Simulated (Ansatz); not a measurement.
Reaction (ligand exchange at the Si–C bond): `F[SiH](Cl)C[SiH3]` + `N=C(N)O` → `N/C(O)=N\[SiH3]` + `C[SiH](F)Cl`

Calculated with Ansatz (gas phase, PBE0-D4/def2-TZVP geometries, no zero-point term in ΔE). CBS: MP2 limit from def2 TZ/QZ plus the TZ coupled-cluster correction, frozen cores. Functionals use def2-TZVPP. Each species was taken in one conformer, which may not be the lowest.

Question: Is it downhill or uphill in electronic energy at CCSD(T)/CBS, and by how much? (Estimate.)

Answer: The calculation gave: Downhill: ΔE = -15.2 kcal/mol.

Question: What do these levels give: ωB97X-V, r2SCAN, PBE0, HF/def2-TZVPP, SCS-MP2/def2-QZVPP, CCSD/CBS(def2)? (Estimate.)

Answer: Ansatz gave: ωB97X-V -15.6, r2SCAN -16.2, PBE0 -15.4, HF/def2-TZVPP -18.1, SCS-MP2/def2-QZVPP -16.1, CCSD/CBS(def2) -15.4 kcal/mol.

Largest T1 diagnostic among the species: 0.013.

In def2-TZVPP, CCSD(T) changes the Hartree–Fock value by +3.2 kcal/mol (the triples alone add +0.2 kcal/mol) and MP2 by +2.2 kcal/mol.
